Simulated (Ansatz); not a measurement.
# From PBE to G0W0: BaTiO3 (P4mm)

Wanted: the gap of BaTiO3 (P4mm) with a many-body correction, and the time that it takes.

Calculated with Ansatz 0.2.0; PBE, then G0W0 on it, plane waves, PAW.

Most raw output is cut from this account.

In doubt: masses and optical values from hybrid runs of this build are listed as unsure (in some of the runs), which bears on the screening that GW takes from such a start.

**1. Set-up**

Symmetry: P4mm, No. 99, tetragonal system. The conventional cell has a = 3.990 Å, b = 3.990 Å, c = 4.023 Å, α = 90.00°, β = 90.00°, γ = 90.00°. Ba has 12 O at 2.80 to 2.87 Å nearest. Nearest to Ti lie 6 O at 1.84 to 2.18 Å. Nearest to O lie 2 Ti at 1.84 to 2.18 Å and 4 Ba at 2.82 Å. Nearest to O lie 2 Ti at 2.00 Å and 4 Ba at 2.80 to 2.87 Å. Farther neighbours and most contacts between anions are not listed.

The cell and positions come from the Crystallography Open Database and are kept as given unless a step says otherwise. Spin-orbit coupling is left out unless a step names it. The default PAW set here is soft_2. Its files were made with PBE.

**2. The PBE band structure**

Levels along a band path and on the mesh show where this functional puts the band edges.

This step: DFT, PBE, plane waves, PAW.

Contents of input.yaml:

```yaml
crystal:
  lattice:
    - [3.99048, 0.0, 0.0]
    - [0.0, 3.99048, 0.0]
    - [0.0, 0.0, 4.02303]
  atoms:
    - { symbol: Ba, position: [0.0, 0.0, 0.0] }
    - { symbol: Ti, position: [0.5, 0.5, 0.522] }
    - { symbol: O, position: [0.5, 0.5, 0.979] }
    - { symbol: O, position: [0.5, 0.0, 0.488] }
    - { symbol: O, position: [0.0, 0.5, 0.488] }
kpoints:
  mp_grid: { grid: [6, 6, 6] }
  band_path:
    path:
      - [[0.0, 0.0, 0.0], [0.0, 0.5, 0.0], [0.5, 0.5, 0.0], [0.0, 0.0, 0.0], [0.0, 0.0, 0.5], [0.0, 0.5, 0.5], [0.5, 0.5, 0.5], [0.0, 0.0, 0.5]]
      - [[0.0, 0.5, 0.0], [0.0, 0.5, 0.5]]
      - [[0.5, 0.5, 0.0], [0.5, 0.5, 0.5]]
    npoints: 10
hamiltonian:
  xc: pbe
scf:
  occupations: { method: fermi_dirac, width: 0.02 }
  n_extra_bands: 5
output:
  eigenvalues: true
  forces: true
  stress: true
  write_density: true
  write_potential: true
  elf: true
  volumetric_format: npy
```

Started as:

```bash
> ansatz run input.yaml --threads 3 --pin off --max-ram 92160MiB --backend cuda --events-out ev --progress --plain --runs-dir out --devices 1 --max-vram 13GiB
```

Wall time 11 s (1 × NVIDIA H100 80GB HBM3 (shared by 6 runs) with 3 threads of AMD EPYC 7R13 (Zen 3), shared host); peak memory 0.96 GiB; 5.3 s of CPU time.

Numbers from this step:

| Property | Result |
| --- | --- |
| pressure | 3.984 GPa |
| filled bands | 20 |
| gap | 1.861 eV |
| valence top at | A |
| conduction bottom at | Γ |
| least direct gap | 2.207 eV |

Over mesh and path the gap is 1.861 eV, from k = (0.500, 0.500, 0.500) to k = Γ. The least direct gap found is 2.207 eV, at k = Γ.

The electronic bands at the labelled points (eV, zero at the top of the highest nominally filled band):

```
    point  band 17  band 18  band 19  band 20  band 21  band 22  band 23  band 24
        Γ    -1.20    -0.42    -0.35    -0.35     1.86     2.23     2.23     4.11
  halfway    -1.51    -1.24    -0.78    -0.64     2.27     2.80     2.85     4.25
        X    -1.83    -1.66    -1.10    -0.94     2.33     3.57     3.63     4.23
  halfway    -1.66    -1.50    -1.09    -0.48     2.89     3.64     3.72     4.76
        M    -1.80    -1.06    -1.06    -0.05     3.67     3.67     4.02     4.75
  halfway    -1.92    -1.18    -0.90    -0.49     2.75     2.98     3.17     4.75
        Γ    -1.20    -0.42    -0.35    -0.35     1.86     2.23     2.23     4.11
  halfway    -1.60    -1.29    -0.52    -0.52     1.92     2.99     2.99     4.11
        Z    -1.94    -1.91    -0.68    -0.68     1.99     3.67     3.67     4.11
  halfway    -1.41    -1.27    -1.08    -0.64     2.86     3.69     3.72     4.77
        R    -1.72    -0.90    -0.87    -0.22     3.61     3.70     4.02     4.95
  halfway    -2.46    -0.61    -0.52    -0.20     3.89     3.91     4.14     6.26
        A    -2.38    -0.18    -0.18     0.00     4.24     4.25     4.25     6.51
  halfway    -2.14    -0.88    -0.70    -0.65     3.36     3.80     3.84     5.99
        Z    -1.94    -1.91    -0.68    -0.68     1.99     3.67     3.67     4.11
jump to X    -1.83    -1.66    -1.10    -0.94     2.33     3.57     3.63     4.23
  halfway    -1.46    -1.39    -1.19    -0.62     3.04     3.59     3.75     4.81
        R    -1.72    -0.90    -0.87    -0.22     3.61     3.70     4.02     4.95
jump to M    -1.80    -1.06    -1.06    -0.05     3.67     3.67     4.02     4.75
  halfway    -2.53    -0.71    -0.71    -0.02     3.94     3.94     4.13     6.06
        A    -2.38    -0.18    -0.18     0.00     4.24     4.25     4.25     6.51
```

Electrostatic potential energy in the ac plane at fractional y = 0.500, with atoms of Ti and O within 0.2 Å of it. With pseudopotentials it is smooth inside the atoms' cores, unlike the true potential.

Values in eV, 14 rows by 14 columns, each cell a mean:
```
 14  14  14  15  11 -14 -32 -36 -29  -5  13  15  14  14
 14  14  15  14  13  -2 -21 -27 -17   5  14  15  14  14
 15  15  15  14  12   8   1  -3   3  10  12  14  15  15
 15  15  14  12   8   1  -6  -9  -5   4  10  13  14  15
 -2   5  11   9   0 -15 -23 -24 -22 -11   3  10  10   2
-26 -18   2   7  -7 -23 -28 -28 -27 -18  -2   8  -4 -21
-38 -31  -9   5 -10 -24 -28 -29 -28 -21  -4   4 -18 -34
-37 -29  -7   6  -6 -22 -27 -28 -26 -18  -1   6 -15 -32
-18 -10   7  10   3 -10 -18 -20 -17  -6   6  11   3 -13
  7  10  13  12   9   3  -3  -5  -2   5  10  13  13   9
 15  15  15  14  13  11   9   8   9  12  13  14  15  15
 14  15  15  15  14  12   5   1   7  13  14  15  15  15
 14  14  15  15  13  -2 -21 -27 -18   5  14  15  14  14
 14  14  14  15  11 -15 -32 -37 -30  -5  13  15  14  14
```
Columns run along a (4.0 Å; values clipped at the 3rd and 97th percentile), rows up along c (4.0 Å). Atoms in or near the plane, at fractional coordinates: Ti at (0.50, 0.52), O at (0.50, 0.98), O at (0.00, 0.49).

Valence density in the ac plane at fractional y = 0.500, with atoms of Ti and O within 0.2 Å of it. It is the smooth field of the valence electrons, not physical close to the nuclei.

Ten even steps from '_' (0.04 × 1e0 e/Å³) to '@' (9.75 × 1e0 e/Å³), each cell a mean:
```
__________::++**==..________
__________..--==::..________
____________....____________
______________..____________
....______..--==--..______..
==::..____--##%%**::____..--
##++..__..==%%@@%%--____::++
**==..____--**%%**::____::++
--::______..::--::______..::
____________________________
____________________________
______________..____________
__________..--==::..________
__________::++**==..________
```
Columns run along a (4.0 Å), rows up along c (4.0 Å). Atoms in or near the plane, at fractional coordinates: Ti at (0.50, 0.52), O at (0.50, 0.98), O at (0.00, 0.49).

**3. The quasiparticle correction**

G0W0 replaces the xc potential by a self-energy built once from the orbitals of the start. Levels are corrected in the window of bands that the input names, at points of the mesh.

This step: G0W0 on PBE, plane waves, PAW.

input.yaml, the sections that differ from step 2:

```yaml
kpoints:
  mp_grid: { grid: [4, 4, 4] }
scf:
  occupations: { method: fixed }
gw:
  n_empty_bands: 411
  ecut_chi: 200.0
  qp_bands: [v2, c2]
  qp_kpoints: band_edges
  screening: { model: contour_deformation }
# crystal, hamiltonian: as in step 2
# output: removed
```

It took 36 s on 1 × NVIDIA H100 80GB HBM3 (shared by 6 runs) with 3 threads; peak memory 1.8 GiB; 49 s of CPU time.

Numbers from this step:

```yaml
bands_summed: 431
rpa_eps_infinity_on_this_mesh_eigenvalues: 5.636, 6.245, 6.245
plane_waves_in_the_screening_matrix: 437
q_points_in_the_mesh: 64
g0w0_gap_over_the_corrected_points: 3.374 eV
k_of_the_valence_top: -0.5, -0.5, -0.5
k_of_the_conduction_bottom: 0, 0, 0
starting_gap_on_the_mesh: 1.856 eV
z_at_the_valence_top: 0.7115
z_at_the_conduction_bottom: 0.7339
least_direct_g0w0_gap_over_the_corrected_points: 3.723 eV
```

Over 12 of 18 irreducible mesh points the G0W0 gap is 3.374 eV, from k = (-0.500, -0.500, -0.500) to k = Γ. The PBE gap of this run on the mesh is 1.856 eV. The two states that bound the G0W0 gap lie that far apart at the start, so the correction of the gap is 3.374 − 1.856 = +1.518 eV. The start of this run differs from the step before in mesh (6×6×6 and 4×4×4).

Labels follow the order of the start: v1 is the top filled band, c1 the lowest empty one; levels that stay degenerate share a row, the window can cut a multiplet, doubted levels are not marked in this list, bands outside the window were not corrected, and the list may be a part of the corrected levels. Levels before and after the correction, in eV, zero at the valence-band top of each column:

```
           conduction bottom  valence top
Kohn-Sham               1.86         0.00
     G0W0               3.37         0.00
```

```
                         level  occupation  energy (eV)
Kohn-Sham              Γ v2-v1           2       -0.345
Kohn-Sham                 Γ c1           0        1.856
Kohn-Sham                 Γ c2           0        2.223
Kohn-Sham  (-0.5 -0.5 -0.5) v2           2       -0.175
Kohn-Sham  (-0.5 -0.5 -0.5) v1           2        0.000
Kohn-Sham  (-0.5 -0.5 -0.5) c1           0        4.237
Kohn-Sham  (-0.5 -0.5 -0.5) c2           0        4.250
     G0W0              Γ v2-v1           2       -0.349
     G0W0                 Γ c1           0        3.374
     G0W0                 Γ c2           0        3.734
     G0W0  (-0.5 -0.5 -0.5) v2           2       -0.198
     G0W0  (-0.5 -0.5 -0.5) v1           2        0.000
     G0W0  (-0.5 -0.5 -0.5) c1           0        5.797
     G0W0  (-0.5 -0.5 -0.5) c2           0        5.852
```

The parts of the quasiparticle energy for the two states that bound the G0W0 gap, in eV on the run's own scale (QP = start + Σx + Σc − Vxc, with Σc at the quasiparticle energy):

```
             edge                         k  band   start       Σx      Σc      Vxc      Z      QP
      valence top  (-0.500, -0.500, -0.500)    20  10.401  −25.887   4.583  −20.802  0.712   9.899
conduction bottom                         Γ    21  12.257  −12.540  −6.653  −20.209  0.734  13.273
```

**4. Spin-orbit coupling**

This run has two-component orbitals with spin-orbit coupling.

This step: DFT, PBE with spin-orbit coupling, plane waves, PAW.

input.yaml, the sections that differ from step 3:

```yaml
kpoints:
  mp_grid: { grid: [6, 6, 6] }
  band_path:
    path:
      - [0.0, 0.0, 0.0]
      - [0.0, 0.5, 0.0]
      - [0.5, 0.5, 0.0]
      - [0.0, 0.0, 0.5]
      - [0.0, 0.5, 0.5]
      - [0.5, 0.5, 0.5]
    npoints: 1
scf:
  occupations: { method: fixed }
  n_extra_bands: 10
magnetization:
  noncollinear: true
  spin_orbit: true
output:
  eigenvalues: true
  forces: true
  stress: true
  write_density: true
  write_potential: true
  elf: true
  volumetric_format: npy
# crystal, hamiltonian: as in step 3
# gw: removed
```

Run time: 18 s. Hardware: 1 × NVIDIA H100 80GB HBM3 (shared by 6 runs) with 3 threads; peak memory 1.1 GiB; 29 s of CPU time.

Numbers from this step:

- pressure: 3.984 GPa
- gap: 1.861 eV
- valence top at: A
- conduction bottom at: Γ
- least direct gap: 2.162 eV

Over mesh and listed points the gap is 1.861 eV, from k = (0.500, 0.500, 0.500) to k = Γ. The least direct gap found is 2.162 eV, at k = Γ. PBE+SOC against PBE: 1.861 − 1.861 = +0.000 eV, with the same mesh, set of files (read in its fully relativistic form for the spin-orbit run) and cutoff, and both edges at the same k points. The spin-orbit run sees mesh and listed points alone, so its gap is an upper bound: the coupling can move an edge off these points, the more so as this crystal has no centre of inversion, and the change over the zone, its sign included where it is small, is not known.

**5. Side by side**

Each gap is the least one over the points named; times are wall times on shared hosts, not benchmarks. A G0W0 time includes the run's own self-consistent start. Runs with listed points see these and the mesh alone, so an edge that moves elsewhere is missed. Rows marked * are further runs, not shown as steps, whose inputs differ from the G0W0 step on the same start in the columns given; solver thresholds can differ too. Symmetry makes (0.500, 0.500, 0.500) and (-0.500, -0.500, -0.500) one point.

```
    level   mesh       files, cutoff    bands summed, screening                            points  gap (eV)               valence top  conduction bottom  least direct gap (eV)  time
      PBE  6×6×6  soft_2 PAW, 420 eV                          -                     mesh and path     1.861     (0.500, 0.500, 0.500)                  Γ                  2.207  11 s
  PBE+SOC  6×6×6  soft_2 PAW, 420 eV                          -            mesh and listed points     1.861     (0.500, 0.500, 0.500)                  Γ                  2.162  18 s
G0W0@PBE*  4×4×4  soft_2 PAW, 420 eV                  87, 60 eV  12 of 18 irreducible mesh points     3.467  (-0.500, -0.500, -0.500)                  Γ                  3.775  20 s
G0W0@PBE*  4×4×4  soft_2 PAW, 420 eV                211, 120 eV  12 of 18 irreducible mesh points     3.326  (-0.500, -0.500, -0.500)                  Γ                  3.666  21 s
 G0W0@PBE  4×4×4  soft_2 PAW, 420 eV                431, 200 eV  12 of 18 irreducible mesh points     3.374  (-0.500, -0.500, -0.500)                  Γ                  3.723  36 s
G0W0@PBE*  4×4×4  soft_2 PAW, 420 eV  211, 120 eV, plasmon pole  12 of 18 irreducible mesh points     3.316  (-0.500, -0.500, -0.500)                  Γ                  3.664  28 s
```

**6. What came out**

- PBE gap over mesh and path: 1.861 eV, from k = (0.500, 0.500, 0.500) to k = Γ
- G0W0@PBE gap over 12 of 18 irreducible mesh points: 3.374 eV, from k = (-0.500, -0.500, -0.500) to k = Γ
- PBE+SOC gap over mesh and listed points: 1.861 eV
- GW settings: 4×4×4 mesh, 411 empty bands, screening to 200 eV
- known limits: finite bands, screening cutoff and k mesh; no spin-orbit coupling in G0W0

Over 12 of 18 irreducible mesh points the G0W0 gap is 3.374 eV, from k = (-0.500, -0.500, -0.500) to k = Γ. The PBE gap of this run on the mesh is 1.856 eV. The two states that bound the G0W0 gap lie that far apart at the start, so the correction of the gap is 3.374 − 1.856 = +1.518 eV. The valence state moves by 9.899 − 10.401 = −0.502 eV and the conduction state by 13.273 − 12.257 = +1.016 eV, on the run's own scale; with 87 bands the edge states move by +0.033 and +1.644 eV, so the split between the edges depends on the bands and cutoff. Both edges that PBE shows over mesh and path lie at k points where levels were corrected. Levels at other points were not corrected, so a lower G0W0 gap elsewhere in the zone is not ruled out. From 87 bands and 60 eV to 431 bands and 200 eV the gap moves by 3.374 − 3.467 = −0.093 eV (rung by rung 3.467, 3.326, 3.374 eV); bands and screening cutoff rise together, so their parts are not told apart. The gap turns back along the series (3.467, 3.326, 3.374 eV), so no line is drawn and the limit is not known. With the plasmon pole model in place of the contour deformation model and all else as in the G0W0@PBE row with 211 bands, the gap differs by 3.316 − 3.326 = −0.010 eV. G0W0 on other starts in this series, not shown as steps and not all at these settings: 3.586 eV on HSE06 (4×4×4, soft_2 PAW, 211 bands, 120 eV) and 3.849 eV on PBE0 (4×4×4, soft_2 PAW, 211 bands, 120 eV). PBE+SOC against PBE: 1.861 − 1.861 = +0.000 eV, with the same mesh, set of files (read in its fully relativistic form for the spin-orbit run) and cutoff, and both edges at the same k points. The spin-orbit run sees mesh and listed points alone, so its gap is an upper bound: the coupling can move an edge off these points, the more so as this crystal has no centre of inversion, and the change over the zone, its sign included where it is small, is not known. What spin-orbit coupling does to the G0W0 levels was not computed, so no sum with the G0W0 gap is formed. The G0W0 runs are scalar-relativistic. No pair of G0W0 runs that differ in the mesh alone is shown (4×4×4 is a supercell whose nearest images lie 16 Å apart), so the error from the mesh is not known here. G0W0@PBE runs of this series with other atomic data on the same mesh, not shown as steps, give 3.328 eV (hard PAW, 930 eV, 211 bands, screening to 120 eV; the table's row with the same empty bands and screening cutoff has 3.326 eV); where bands and cutoffs differ too, the part of the files is not isolated.

[Paths, hosts, dates, memory and timing lines, banners, echoed tables and standing remarks are left out of the program output.]

[Logs are printed without paths, hosts, clocks, repeated set-up lines and the standing remarks that a program may print on its own settings, such as how far it seeks lower states.]

[Runs of the session that timed out or met a known fault of the program may be left out.]

[Cells called generated may have been cut or substituted from an entry of the Crystallography Open Database or the Materials Project.]

[Hosts, paths, dates, database ids (printed as entryN), source tags and the programs' standing remarks are cut or masked in the printed files.]

[Where an RPA ε∞ is given, it is that of the G0W0 mesh and is not shown converged in it. Names of k-points follow the symmetry that the program found, which can be lower than the space group named. Band edges on a path are those of the sampled points; other points can move an edge, and change direct to indirect where valleys lie close.]

[Hybrid gaps are those of their k-mesh and are not shown converged in it.]
